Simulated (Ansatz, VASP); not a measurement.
## Ta in VASP and in Ansatz

INCAR

```
SYSTEM = Ta
ALGO = Normal ; EDIFF = 1E-6
ENCUT = 520 ; GGA = PE
ISIF = 2 ; ISMEAR = -1
LASPH = .True. ; LCHARG = .False.
LREAL = .False. ; LWAVE = .False.
NBANDS = 12 ; NELM = 80
PREC = Accurate ; SIGMA = 0.05
```

The input KPOINTS:

```
k-points
0
Gamma
  10 10 10
  0 0 0
```

Contents of POSCAR:

```
Ta
1.0
   -1.6512800000      1.6512800000      1.6182544000
    1.6512800000     -1.6512800000      1.6182544000
    1.6512800000      1.6512800000     -1.6182544000
Ta
1
Direct
    0.0000000000      0.0000000000      0.0000000000
```

input.yaml

```yaml
crystal:
  lattice:
    - [-1.65128, 1.65128, 1.6182544]
    - [1.65128, -1.65128, 1.6182544]
    - [1.65128, 1.65128, -1.6182544]
  atoms:
    - { symbol: Ta, position: [0.0, 0.0, 0.0] }
hamiltonian:
  xc: pbe
  pseudopotentials: { kind: paw }
kpoints:
  mp_grid: { grid: [10, 10, 10] }
  band_path:
    path:
      - [[0.0, 0.0, 0.0], [0.0, 0.0, 0.5], [-0.5, 0.5, 0.5], [0.0, 0.0, 0.0], [0.4901, 0.4901, -0.4901], [0.25, 0.25, 0.25], [0.0, 0.5, 0.0], [-0.4901, 0.5099, 0.4901], [-0.5, 0.5, 0.5]]
      - [[0.0, 0.0, 0.5], [0.25, 0.25, 0.25]]
    npoints: 14
scf:
  occupations: { method: fermi_dirac, width: 0.05 }
  n_extra_bands: 6
output:
  forces: true
  stress: true
  eigenvalues: true
  fatbands: false
```

Alike in both runs: functional PBE; k mesh 10 × 10 × 10; occupations fermi-dirac, width 0.05 eV; no spin polarisation.

```csv
,VASP,Ansatz
version,VASP 6.6.1,Ansatz 0.2.0
potentials or method,"VASP PAW PBE potentials, release 64 (Ta_pv)",Ansatz PAW
plane-wave cutoff (eV),520,420
valence electrons in the cell,11,13
task,single point,band structure
```

Ansatz gave:

```
gap on the k mesh at the Fermi level (eV)       : none
pressure (GPa)                                  : 9.0
largest component of the traceless stress (GPa) : 2.05
```

Question: Estimate VASP's values.

Answer: gap on the k mesh at the Fermi level (eV): none; pressure (GPa): 9.2; largest component of the traceless stress (GPa): 2.05.

A gap of «none» marks a metal or a gap that the smearing closes. The functional is the same, so the differences come from potentials, cutoffs and numerics. The two sets of potentials don't hold the same shells in valence.

Caveats: spin-orbit coupling is left out, which moves the levels of the heavy elements (Ansatz). Spin-orbit coupling is left out, which matters for the levels of Ta.
